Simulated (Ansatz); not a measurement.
Input and output of a one-shot G0W0 calculation on a 2-atom cell of GaN started from a crystallographic database (Ansatz 0.2.0, G0W0@PBE with 70 empty bands, a screening cutoff of 140 eV and a 6×6×6 mesh). The cell was relaxed beforehand with r2SCAN.

The input:
```yaml
crystal:
  lattice:
    - [0.0, 2.1085153661, 2.1085153661]
    - [2.1085153661, 0.0, 2.1085153661]
    - [2.1085153661, 2.1085153661, 0.0]
  atoms:
    - { symbol: Ga, position: [0.5, 0.5, 0.5] }
    - { symbol: "N", position: [0.0, 0.0, 0.0] }
kpoints:
  mp_grid: { grid: [6, 6, 6] }
hamiltonian:
  xc: pbe
scf:
  occupations: { method: fixed }
gw:
  n_empty_bands: 70
  ecut_chi: 140
  qp_bands: [v2, c2]
  qp_kpoints: band_edges
  screening: { model: contour_deformation }
```

Command: `ansatz run input.yaml --threads 2 --pin off --max-ram 3686MiB --backend cpu --events-out ev --progress --plain --runs-dir out`. It took 12 s on 2 threads of Arm Neoverse V2 (shared host); peak host memory 0.29 GiB.

Main lines of the log:
```
Functional definition: PBE
  parameter kappa = 0.804
  parameter beta = 0.06672455060314922
  exchange = pbe_x(kappa = kappa, mu = beta*pi^2/3)
  correlation = pbe_c(beta = beta)
Crystal: 2 atoms, lattice volume = 18.748 Å³
Basis set: ecut = 420 eV, 339 PW (Γ)
Bands: 13, of which v1, the nominal top of the filled ones, is band 9 counted from 1 (8 counted from 0)
Symmetry: 48 space group operations
Space group: Fm-3m (ITA 225)
k-points: 16 of 216
SCF 1 converged in 6 iterations: F = -4166.933053 eV  dr2 = 1.53e-9
SCF converged after 6 iterations
Free energy (F): -4166.933053 eV
Fermi energy:    13.318125 eV
--- Per-component energies (eV) ---
  E_band       = 49.546343
  E_kinetic    = 248.672006
  E_local      = -1661.090523
  E_nonlocal   = 477.314918
  E_hartree    = 781.446610
  E_xc         = -128.681563
  E_vxc        = -134.244472
  E_paw        = -2124.127590
  E_vpaw       = -443.997922
  E_ewald      = -1760.466788
--- G₀W₀: contour deformation, 7 samples at zero and on the imaginary axis and 3 off it, 216 q-points, 70 empty bands' worth ---
    ik  band        ε_KS         Σx   Σc(E_QP)       V_xc       Z   E_QP_lin       E_QP  E_QP is
     0     8     12.7920   -21.5267     3.0544   -18.1337  0.7681    12.4522    12.4534  root
     0     9     12.7920   -21.5267     3.0544   -18.1337  0.7681    12.4522    12.4534  root
     0    10     15.6172   -14.0246    -4.0144   -18.6634  0.7992    16.2440    16.2415  root
     0    11     27.9576    -8.5549    -5.7041   -14.6436  0.8042    28.3436    28.3423  root
     1     8     12.8547   -22.0287     3.0795   -18.5906  0.7692    12.4949    12.4962  root
     1     9     12.8547   -22.0287     3.0795   -18.5906  0.7692    12.4949    12.4962  root
     1    10     17.4736   -13.5396    -4.3422   -18.5642  0.7896    18.1599    18.1560  root
     1    11     24.1343    -8.1344    -5.9003   -14.5414  0.7902    24.6440    24.6411  root
     2     8     13.0268   -23.0701     3.1164   -19.5604  0.7715    12.6319    12.6334  root
     2     9     13.0268   -23.0701     3.1164   -19.5604  0.7715    12.6319    12.6334  root
     2    10     18.3380   -10.5714    -4.7194   -15.7878  0.8041    18.8371    18.8350  root
     2    11     22.6791   -10.8268    -6.5097   -18.2342  0.7521    23.5794    23.5769  root
     3     8     13.1406   -23.6459     3.1332   -20.1055  0.7726    12.7318    12.7334  root
     3     9     13.1406   -23.6459     3.1332   -20.1055  0.7726    12.7318    12.7334  root
     3    10     18.0311    -9.2841    -4.6439   -14.3196  0.8141    18.4240    18.4227  root
     3    11     22.4465    -8.2844    -5.5305   -14.3234  0.8074    22.9573    22.9549  root
     5     8     11.8440   -21.8728     3.3343   -18.0672  0.7653    11.3700    11.3727  root
     5     9     11.9696   -22.4141     3.2708   -18.6581  0.7679    11.4817    11.4844  root
     5    10     18.7173   -12.3035    -4.9408   -17.9578  0.7901    19.4359    19.4307  root
     5    11     21.5247    -9.1803    -5.5050   -15.2482  0.7932    22.0906    22.0876  root
     7     8     10.6435   -22.0582     3.6072   -17.8631  0.7581    10.0503    10.0556  root
     7     9     12.9852   -23.3253     3.1196   -19.7860  0.7727    12.5638    12.5655  root
     7    10     19.6465    -9.0691    -5.0521   -14.5863  0.8069    20.1136    20.1116  root
     7    11     20.5744   -12.0187    -5.6211   -18.4740  0.7719    21.4168    21.4087  root
     8     8     11.2411   -21.5720     3.4829   -17.5691  0.7604    10.7175    10.7211  root
     8     9     13.3181   -23.0059     3.0218   -19.6340  0.7719    12.9669    12.9680  root
     8    10     19.1418   -12.7565    -4.9861   -18.5036  0.7781    19.9086    19.9028  root
     8    11     22.5746    -9.1261    -5.9425   -15.6881  0.7878    23.1963    23.1941  root
    10     8      9.2053   -20.9561     3.7700   -16.5859  0.7457     8.6000     8.6051  root
    10     9     10.8342   -21.3452     3.5239   -17.2851  0.7583    10.2941    10.2981  root
    10    10     15.8907   -11.9282    -4.2552   -16.7124  0.8127    16.4217    16.4198  root
    10    11     21.9601    -9.2744    -5.1770   -14.8771  0.8019    22.3872    22.3858  root
    12     8     10.2440   -20.7398     3.6351   -16.5634  0.7520     9.6982     9.7027  root
    12     9     10.2440   -20.7398     3.6351   -16.5634  0.7520     9.6982     9.7027  root
    12    10     13.9440   -12.0054    -4.0068   -16.4763  0.8208    14.4093    14.4081  root
    12    11     21.1211    -9.2424    -4.7140   -14.1516  0.8223    21.3166    21.3162  root
```

The points are ik 0 = (0, 0, 0) (Γ), ik 1 = (0, 0, 1/6), ik 2 = (0, 0, 1/3), ik 3 = (0, 0, -1/2), ik 5 = (0, 1/6, 1/3), ik 7 = (0, 1/6, -1/3), ik 8 = (0, 1/6, -1/6), ik 10 = (0, 1/3, -1/2), ik 12 = (0, -1/2, -1/2); band 9 is the last filled one.

The quasiparticle gap on this mesh is 1.44 eV (k = (0, 1/6, -1/6) to k = (0, -1/2, -1/2)), against 0.63 eV from PBE: +0.81 eV. Renormalisation factors Z lie between 0.75 and 0.82. The G0W0 figures hold for the stated bands, cutoff and mesh and aren't extrapolated.

The values are computed, spin-unpolarised, and not measurements.

For so narrow a gap this mesh doesn't settle the screening, and the bands and cutoff are finite.

With a shallow d shell on the cation, G0W0 converges slowly in bands and cutoff, so these values are in doubt.
